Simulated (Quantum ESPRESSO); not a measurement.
# 2H-WS2, 1 layer, stepped through biaxial strain, part 2 of 8

Aim: how the results for 2H-WS2, 1 layer change with biaxial strain.

Quantum ESPRESSO 7.5; plane-wave DFT, PBE, GBRV ultrasoft pseudopotentials.

So far. Step 2 (Variable-cell relaxation of the reference):  The last row is no step: it is a fresh SCF in the final cell with a new plane-wave basis, -0 meV from the row before.

### Step 3. Relaxing the ions, -4 %

The input, m0.relax.in:

```
&control
  prefix = 'm0.relax'
  outdir = './out'
  pseudo_dir = './pseudo'
  nstep = 40
  forc_conv_thr = 0.0003
  calculation = 'relax'
  tstress = .true.
/
&system
  ibrav = 0
  nat = 3
  ntyp = 2
  ecutwfc = 50
  ecutrho = 250
  occupations = 'smearing'
  smearing = 'fd'
  degauss = 0.002
/
&electrons
  conv_thr = 1e-09
  mixing_beta = 0.4
  electron_maxstep = 120
  mixing_mode = 'plain'
/
&ions
/
ATOMIC_SPECIES
  S   32.0600  s_pbe_v1.4.uspp.F.UPF
  W   183.8400  w_pbe_v1.2.uspp.F.UPF
CELL_PARAMETERS angstrom
  3.05871150624000 0.00000000000000 0.00000000000000
  -1.52935575264000 2.64892186752000 0.00000000000000
  0.00000000000000 0.00000000000000 18.47562023200000
ATOMIC_POSITIONS crystal
  S   0.333333333300 0.666666666700 0.414857061600
  W   0.000000000000 0.000000000000 0.500000000000
  S   0.333333333300 0.666666666700 0.585142938400
K_POINTS automatic
  12 12 1 0 0 0
```

On the command line:

```sh
$ OMP_NUM_THREADS=1 mpirun -n 4 pw.x -nk 4 -in m0.relax.in > m0.relax.out
```

Log:

```text
[banner, memory and clock lines left out]
Program PWSCF v.7.5 starts
[citation notice left out]

[...]
Message from routine setup:
[...]
bravais-lattice index     =            0
     lattice parameter (alat)  =       5.7801  a.u.
     unit-cell volume          =    1010.1905 (a.u.)^3
     number of atoms/cell      =            3
     number of atomic types    =            2
     number of electrons       =        26.00
     number of Kohn-Sham states=           17
     kinetic-energy cutoff     =      50.0000  Ry
     charge density cutoff     =     250.0000  Ry
     scf convergence threshold =      1.0E-09
     mixing beta               =       0.4000
     number of iterations used =            8  plain     mixing
     energy convergence thresh.=      1.0E-04
     force convergence thresh. =      3.0E-04
     Exchange-correlation= SLA  PW   PBE  PBE
                           (   1   4   3   4   0   0   0)
     nstep                     =           40

[...]
PseudoPot. # 1 for S  read from file:
     ./pseudo/s_pbe_v1.4.uspp.F.UPF
     Pseudo is Ultrasoft + core correction, Zval =  6.0
     Generated by new atomic code, or converted to UPF format
     Using radial grid of  907 points,  6 beta functions with:
                l(1) =   0
                l(2) =   0
                l(3) =   1
                l(4) =   1
                l(5) =   2
                l(6) =   2
     Q(r) pseudized with  8 coefficients,  rinner =    1.300   1.300   1.300
                                                       1.300   1.300

     PseudoPot. # 2 for W  read from file:
     ./pseudo/w_pbe_v1.2.uspp.F.UPF
     Pseudo is Ultrasoft + core correction, Zval = 14.0
     Generated by new atomic code, or converted to UPF format
     Using radial grid of  923 points,  8 beta functions with:
                l(1) =   0
                l(2) =   0
                l(3) =   0
                l(4) =   1
                l(5) =   1
                l(6) =   2
                l(7) =   2
                l(8) =   3
     Q(r) pseudized with  6 coefficients,  rinner =    1.350   1.350   1.350
                                                       1.350   1.350   1.350
                                                       1.350

     atomic species   valence    mass     pseudopotential
     S                 6.00    32.06000     S ( 1.00)
     W                14.00   183.84000     W ( 1.00)

     12 Sym. Ops. (no inversion) found

[...]
number of k points=    19  Fermi-Dirac smearing, width (Ry)=  0.0020
[...]
Dense  grid:    67657 G-vectors     FFT dimensions: (  30,  30, 180)

     Smooth grid:    48055 G-vectors     FFT dimensions: (  25,  25, 160)

     Check: negative core charge=   -0.000002

     Initial potential from superposition of free atoms

     starting charge      25.8996, renormalised to      26.0000

     negative rho (up, down):  6.060E-02 0.000E+00
     Starting wfcs are   21 randomized atomic wfcs

     per-process dynamical memory:    59.0 Mb

     Self-consistent Calculation

     iteration #  1     ecut=    50.00 Ry     beta= 0.40
     Davidson diagonalization with overlap
     ethr =  1.00E-02,  avg # of iterations =  2.9

     Threshold (ethr) on eigenvalues was too large:
     Diagonalizing with lowered threshold

     Davidson diagonalization with overlap
     ethr =  2.95E-04,  avg # of iterations =  2.7

     negative rho (up, down):  6.185E-02 0.000E+00

     total energy              =    -207.49450694 Ry
     estimated scf accuracy    <       0.09851519 Ry

     iteration #  2     ecut=    50.00 Ry     beta= 0.40
[...]
negative rho (up, down):  6.321E-02 0.000E+00

[...]
total energy              =    -207.50116542 Ry
     estimated scf accuracy    <       0.01254630 Ry

     iteration #  3     ecut=    50.00 Ry     beta= 0.40
[...]
negative rho (up, down):  6.379E-02 0.000E+00

[...]
total energy              =    -207.50316106 Ry
     estimated scf accuracy    <       0.00476976 Ry

     iteration #  4     ecut=    50.00 Ry     beta= 0.40
[...]
negative rho (up, down):  6.482E-02 0.000E+00

[...]
total energy              =    -207.50370081 Ry
     estimated scf accuracy    <       0.00133037 Ry

     iteration #  5     ecut=    50.00 Ry     beta= 0.40
[...]
negative rho (up, down):  6.495E-02 0.000E+00

[...]
total energy              =    -207.50386262 Ry
     estimated scf accuracy    <       0.00020755 Ry

     iteration #  6     ecut=    50.00 Ry     beta= 0.40
[...]
negative rho (up, down):  6.490E-02 0.000E+00

[...]
total energy              =    -207.50390486 Ry
     estimated scf accuracy    <       0.00000275 Ry

     iteration #  7     ecut=    50.00 Ry     beta= 0.40
[...]
negative rho (up, down):  6.487E-02 0.000E+00

[...]
total energy              =    -207.50390564 Ry
     estimated scf accuracy    <       0.00000644 Ry

     iteration #  8     ecut=    50.00 Ry     beta= 0.40
[...]
negative rho (up, down):  6.482E-02 0.000E+00

[...]
total energy              =    -207.50390703 Ry
     estimated scf accuracy    <       0.00000005 Ry

     iteration #  9     ecut=    50.00 Ry     beta= 0.40
[...]
negative rho (up, down):  6.481E-02 0.000E+00

[...]
total energy              =    -207.50390706 Ry
     estimated scf accuracy    <       0.00000005 Ry

     iteration # 10     ecut=    50.00 Ry     beta= 0.40
[...]
negative rho (up, down):  6.481E-02 0.000E+00

[...]
total energy              =    -207.50390706 Ry
     estimated scf accuracy    <          6.8E-09 Ry

     iteration # 11     ecut=    50.00 Ry     beta= 0.40
[...]
negative rho (up, down):  6.481E-02 0.000E+00

[...]
End of self-consistent calculation

          k = 0.0000 0.0000 0.0000 (  6079 PWs)   bands (ev):

   -73.5051 -37.8685 -37.5684 -37.5684 -14.9733 -13.2173  -6.5374  -2.4894
    -2.4894  -2.1544  -1.1067  -1.1067  -0.0889   3.5611   3.5611   3.6906
     3.6906

          k = 0.0000 0.0962 0.0000 (  6071 PWs)   bands (ev):

[...]
atom    2 type  2   force =     0.00000000    0.00000000    0.00000000
     atom    3 type  1   force =     0.00000000    0.00000000    0.02153616

     Total force =     0.030457     Total SCF correction =     0.000011

     Computing stress (Cartesian axis) and pressure

     negative rho (up, down):  6.485E-02 0.000E+00
          total   stress  (Ry/bohr**3)                   (kbar)     P=       41.01
   0.00035638  -0.00000000   0.00000000           52.42       -0.00        0.00
  -0.00000000   0.00035638   0.00000000           -0.00       52.42        0.00
  -0.00000000   0.00000000   0.00012366           -0.00        0.00       18.19

     Energy error            =      2.4E-03 Ry
     Gradient error          =      2.2E-02 Ry/Bohr

     number of scf cycles    =   2
     number of bfgs steps    =   1

     energy             old  =    -207.5039070612 Ry
     energy             new  =    -207.5063191402 Ry

     CASE: energy            _new < energy            _old

     new trust radius        =       0.0435419045 bohr
     new conv_thr            =       0.0000000002 Ry

ATOMIC_POSITIONS (crystal)
S                0.3333333333        0.6666666667        0.4124761891
W                0.0000000000        0.0000000000        0.5000000000
S                0.3333333333        0.6666666667        0.5875238109

[...]
NEW-OLD atomic charge density approx. for the potential

     Check: negative core charge=   -0.000002

     negative rho (up, down):  6.489E-02 0.000E+00

     per-process dynamical memory:    64.2 Mb

     Self-consistent Calculation

     iteration #  1     ecut=    50.00 Ry     beta= 0.40
     Davidson diagonalization with overlap
     ethr =  1.00E-06,  avg # of iterations =  7.5

     negative rho (up, down):  6.488E-02 0.000E+00

     total energy              =    -207.50726332 Ry
     estimated scf accuracy    <       0.00032661 Ry

[...]
iteration # 10     ecut=    50.00 Ry     beta= 0.40
[...]
negative rho (up, down):  6.489E-02 0.000E+00

[...]
End of self-consistent calculation

[...]
the Fermi energy is     1.0779 ev

!    total energy              =    -207.50736849 Ry
     estimated scf accuracy    <          1.7E-10 Ry
     smearing contrib. (-TS)   =      -0.00000000 Ry
     internal energy E=F+TS    =    -207.50736849 Ry

     The total energy is F=E-TS. E is the sum of the following terms:
     one-electron contribution =   -1045.78341685 Ry
     hartree contribution      =     523.52790780 Ry
     xc contribution           =     -58.31690371 Ry
     ewald contribution        =     373.06504426 Ry

     convergence has been achieved in  10 iterations

     negative rho (up, down):  6.489E-02 0.000E+00

     Forces acting on atoms (cartesian axes, Ry/au):

     atom    1 type  1   force =     0.00000000    0.00000000   -0.00276027
     atom    2 type  2   force =     0.00000000    0.00000000    0.00000000
     atom    3 type  1   force =     0.00000000    0.00000000    0.00276027

     Total force =     0.003904     Total SCF correction =     0.000042

     Computing stress (Cartesian axis) and pressure

     negative rho (up, down):  6.489E-02 0.000E+00
          total   stress  (Ry/bohr**3)                   (kbar)     P=       31.38
   0.00031405  -0.00000000   0.00000000           46.20       -0.00        0.00
  -0.00000000   0.00031405   0.00000000           -0.00       46.20        0.00
  -0.00000000   0.00000000   0.00001183           -0.00        0.00        1.74

     Energy error            =      1.0E-03 Ry
     Gradient error          =      2.8E-03 Ry/Bohr

     number of scf cycles    =   3
     number of bfgs steps    =   2

     energy             old  =    -207.5063191402 Ry
     energy             new  =    -207.5073684919 Ry

     CASE: energy            _new < energy            _old

     new trust radius        =       0.0064011539 bohr
     new conv_thr            =            9.2E-11 Ry

ATOMIC_POSITIONS (crystal)
S                0.3333333333        0.6666666667        0.4122928478
W                0.0000000000        0.0000000000        0.5000000000
S                0.3333333333        0.6666666667        0.5877071522

[...]
NEW-OLD atomic charge density approx. for the potential

     Check: negative core charge=   -0.000002

     negative rho (up, down):  6.489E-02 0.000E+00

     per-process dynamical memory:    64.2 Mb

     Self-consistent Calculation

     iteration #  1     ecut=    50.00 Ry     beta= 0.40
     Davidson diagonalization with overlap
     ethr =  1.00E-06,  avg # of iterations =  3.9

     Threshold (ethr) on eigenvalues was too large:
     Diagonalizing with lowered threshold

     Davidson diagonalization with overlap
     ethr =  2.04E-08,  avg # of iterations =  4.0

     negative rho (up, down):  6.489E-02 0.000E+00

     total energy              =    -207.50738448 Ry
     estimated scf accuracy    <       0.00000709 Ry

[...]
iteration #  8     ecut=    50.00 Ry     beta= 0.40
[...]
negative rho (up, down):  6.489E-02 0.000E+00

[...]
End of self-consistent calculation

          k = 0.0000 0.0000 0.0000 (  6079 PWs)   bands (ev):

   -73.5274 -37.8610 -37.5553 -37.5553 -14.7585 -13.1901  -6.4121  -2.2400
    -2.1674  -2.1674  -0.8378  -0.8378  -0.2417   3.5745   3.5745   3.5830
     3.5830

          k = 0.0000 0.0962 0.0000 (  6071 PWs)   bands (ev):

   -73.5255 -37.8549 -37.5895 -37.5632 -14.6267 -13.1340  -6.2496  -2.5075
    -2.4804  -2.0355  -1.0498  -0.8596  -0.2462   3.1900   3.4594   3.4614
     3.8076

[...]
the Fermi energy is     1.0648 ev

!    total energy              =    -207.50738677 Ry
     estimated scf accuracy    <          3.9E-12 Ry
     smearing contrib. (-TS)   =      -0.00000000 Ry
     internal energy E=F+TS    =    -207.50738677 Ry

     The total energy is F=E-TS. E is the sum of the following terms:
     one-electron contribution =   -1044.82254223 Ry
     hartree contribution      =     523.04961963 Ry
     xc contribution           =     -58.31094738 Ry
     ewald contribution        =     372.57648321 Ry

     convergence has been achieved in   8 iterations

     negative rho (up, down):  6.489E-02 0.000E+00

     Forces acting on atoms (cartesian axes, Ry/au):

     atom    1 type  1   force =     0.00000000    0.00000000   -0.00009684
     atom    2 type  2   force =     0.00000000    0.00000000    0.00000000
     atom    3 type  1   force =     0.00000000    0.00000000    0.00009684

     Total force =     0.000137     Total SCF correction =     0.000002

     Computing stress (Cartesian axis) and pressure

     negative rho (up, down):  6.489E-02 0.000E+00
          total   stress  (Ry/bohr**3)                   (kbar)     P=       30.01
   0.00030812  -0.00000000   0.00000000           45.33       -0.00        0.00
  -0.00000000   0.00030812   0.00000000           -0.00       45.33        0.00
   0.00000000   0.00000000  -0.00000431            0.00        0.00       -0.63

     Energy error            =      1.8E-05 Ry
     Gradient error          =      9.7E-05 Ry/Bohr

     bfgs converged in   4 scf cycles and   3 bfgs steps
     (criteria: energy <  1.0E-04 Ry, force <  3.0E-04 Ry/Bohr)

     End of BFGS Geometry Optimization

     Final energy             =    -207.5073867687 Ry

     File ./out/m0.relax.bfgs deleted, as requested
Begin final coordinates

ATOMIC_POSITIONS (crystal)
S                0.3333333333        0.6666666667        0.4122928478
W                0.0000000000        0.0000000000        0.5000000000
S                0.3333333333        0.6666666667        0.5877071522
End final coordinates

[...]
```

Run time: 57 s. Hardware: 4 MPI ranks of Arm Neoverse V1, shared host; peak memory 0.76 GiB.

Step by step:

| step | energy less that of the first step (eV) | largest force (eV/Å) |
| --- | --- | --- |
| 1 | 0.0000 | 1.0177 |
| 2 | -0.0328 | 0.5537 |
| 3 | -0.0471 | 0.0710 |
| 4 | -0.0473 | 0.0025 |

The atoms that moved most (Å):

| atom | dx | dy | dz | length |
| --- | --- | --- | --- | --- |
| S1 | 0.000 | 0.000 | -0.047 | 0.047 |
| S3 | 0.000 | 0.000 | 0.047 | 0.047 |

Final coordinates:

```
CELL_PARAMETERS angstrom
3.05871 0.00000 0.00000
-1.52936 2.64892 0.00000
0.00000 0.00000 18.47562
ATOMIC_POSITIONS crystal
S 0.33333 0.66667 0.41229
W 0.00000 0.00000 0.50000
S 0.33333 0.66667 0.58771
```

The relaxation lowers the energy by 16 meV an atom.

Numbers from this step:

```
free energy  : -2823.2818 eV
Fermi energy : 1.065 eV
```

[end of part 2 of 8]

[Logs are printed without paths, hosts, clocks, repeated set-up lines and the standing remarks that a program may print on its own settings, such as how far it seeks lower states.]

[Hosts, paths, dates, database ids (printed as entryN), source tags and the programs' standing remarks are cut or masked in the printed files.]

[Maps of the electrostatic potential energy from Ansatz leave out the sawtooth potential of an applied field or a dipole correction, so their vacuum need not be flat; planar profiles and work functions include it.]
